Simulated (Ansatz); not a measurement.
Crystal: Si2Mo.

```xyz
9
Lattice="4.5855 0.0000 0.0000 -2.2927 3.9711 0.0000 0.0000 0.0000 6.5798" Properties=species:S:1:pos:R:3 pbc="T T T"
Mo    1.1464    1.9856    5.4831
Mo   -1.1464    1.9856    1.0966
Mo    2.2927    0.0000    3.2899
Si    0.0000    1.3015    3.2899
Si    1.1656    3.3204    1.0966
Si    3.4583    0.6508    5.4831
Si    2.2927    2.6696    3.2899
Si    1.1272    0.6508    1.0966
Si   -1.1656    3.3204    5.4831
```

Measurements of this composition are mostly on another form, of space group No. 139.

- Program: Ansatz 0.2.0
- Task: relaxation of cell and atoms
- Functional: PBEsol
- Dispersion: D3(BJ)-ATM
- Potentials or basis: Ansatz PAW
- Cutoff: 420 eV (not typed: the program's choice for these potentials)
- k mesh: 7 × 7 × 4
- Occupations: fermi-dirac, width 0.05 eV
- Spin: no spin polarisation

At the start: volume 13.31 Å³/atom.

Where does the relaxation end?

It ends after 5 steps and the volume is 12.91 Å³/atom (-3.0 %); space group P6_222 (No. 180, to 0.05 Å).

Step by step:
```
step  energy change (eV)  largest force (eV/Å)  volume (Å³)
   1              0.0000                0.0427       119.81
   2             -0.0723                0.0599       115.11
   3             -0.0800                0.0072       116.25
   4             -0.0801                0.0023       116.19
   5             -0.0794                0.0023       116.19
```

Final structure:
```
Mo Si
1.0
     4.53617    0.00000    0.00000
    -2.26808    3.92843    0.00000
     0.00000    0.00000    6.52012
Mo Si
3 6
Direct
  0.50000 0.50000 0.83333
  0.00000 0.50000 0.16667
  0.50000 0.00000 0.50000
  0.16414 0.32828 0.50000
  0.67172 0.83586 0.16667
  0.83586 0.16414 0.83333
  0.83586 0.67172 0.50000
  0.32828 0.16414 0.16667
  0.16414 0.83586 0.83333
```

Caveat: the plane-wave basis is chosen anew once the cell has moved, so the energies of steps on either side of that aren't comparable; the PAW data sets come from PBE, with cores solved anew for the run's functional, which leaves a small shift of forces and pressure.
